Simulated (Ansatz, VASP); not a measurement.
**Two plane-wave programs on Pt**

The input INCAR:

```
  ALGO = Fast
  EDIFF = 1E-6
  ENCUT = 520
  GGA = PE
  ISIF = 2
  ISMEAR = 0
  LASPH = T
  LCHARG = F
  LREAL = F
  LWAVE = F
  NBANDS = 17
  NELM = 80
  PREC = Accurate
  SIGMA = 0.15
```

Contents of KPOINTS:

```
k-points
0
Gamma
  18 18 10
```

POSCAR

```
Pt
1.0
    2.7103000000      0.0000000000      0.0000000000
   -1.3551500000      2.3471886519      0.0000000000
    0.0000000000      0.0000000000      4.6618000000
Pt
2
Direct
    0.6666666667      0.3333333333      0.7500000000
    0.3333333333      0.6666666667      0.2500000000
```

Input for Ansatz:

```yaml
crystal:
  lattice:
    - [2.7103, 0.0, 0.0]
    - [-1.35515, 2.3471886519, 0.0]
    - [0.0, 0.0, 4.6618]
  atoms:
    - { symbol: Pt, position: [0.6666666667, 0.3333333333, 0.75] }
    - { symbol: Pt, position: [0.3333333333, 0.6666666667, 0.25] }
basis:
  ecutwfc: 420
kpoints:
  mp_grid: { grid: [18, 18, 10] }
hamiltonian:
  xc: pbe
scf:
  occupations: { method: gaussian, width: 0.15 }
output:
  forces: true
  stress: true
  eigenvalues: true
```

Alike in both runs: task single point; functional PBE; k mesh 18 × 18 × 10; occupations gaussian, width 0.15 eV; no spin polarisation.

|  | VASP | Ansatz |
| --- | --- | --- |
| version | VASP 6.6.1 | Ansatz 0.2.0 |
| potentials or method | VASP PAW PBE potentials, release 64 (Pt) | scalar-relativistic, plane waves, PAW |
| plane-wave cutoff (eV) | 520 | 420 |
| valence electrons in the cell | 20 | 36 |

VASP gave:

| Quantity | Value |
| --- | --- |
| gap on the k mesh at the Fermi level (eV) | none |
| pressure (GPa) | 16.8 |
| largest component of the traceless stress (GPa) | 0.56 |

Task: Which values does Ansatz return?

Result: gap on the k mesh at the Fermi level (eV): none; pressure (GPa): 17.3; largest component of the traceless stress (GPa): 0.49.

A gap of «none» marks a metal or a gap that the smearing closes. The two sets of potentials don't hold the same shells in valence.

Caveats: so large a pressure means that the cell lies far from this level's equilibrium, or that cutoff or potentials fall short (VASP). The runs have no spin-orbit coupling, so splittings on Pt are missing.
